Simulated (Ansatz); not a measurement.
Ag under strain

The calculation used DFT r2SCAN, scalar-relativistic, plane waves, PAW in Ansatz. (500 eV cutoff, 24×24×12 k-mesh, Gaussian smearing of 0.10 eV, no spin polarisation)

Reference structure (relaxed):

```yaml
crystal:
  lattice:
    - [2.90368, 0.00000, 0.00000]
    - [-1.45184, 2.51466, 0.00000]
    - [0.00000, 0.00000, 4.74754]
  atoms:
    - { symbol: Ag, position: [0.33333, 0.66667, 0.25000] }
    - { symbol: Ag, position: [0.66667, 0.33333, 0.75000] }
```

Deformation: biaxial strain in the a-b plane, with the length and tilt of c and the atoms relaxed, all within the symmetry that the strain leaves. Energies are extrapolated to zero smearing. On this cell's mesh the reference holds a stress of up to 0.23 GPa.

```tsv
strain (%)	ΔE (meV/atom)	a (Å)	b (Å)	c (Å)
-3.0	17.9	2.817	2.817	4.875
-2.0	7.0	2.846	2.846	4.835
-1.0	1.4	2.875	2.875	4.794
+0.0	0.0	2.904	2.904	4.748
+1.0	2.5	2.933	2.933	4.715
+2.0	8.5	2.962	2.962	4.677
+3.0	17.1	2.991	2.991	4.633
```

(1) What stiffness (1/V) d²E/dε² at zero strain does a cubic fit over all points give?

(2) How does the free axis c answer a small strain?

Results:

(1) A cubic fit gives (1/V) d²E/dε² = 359 GPa at zero strain (twice the biaxial modulus).

(2) Between the innermost points its strain is -0.82 times the applied one.

This form isn't the element's structure at ambient conditions.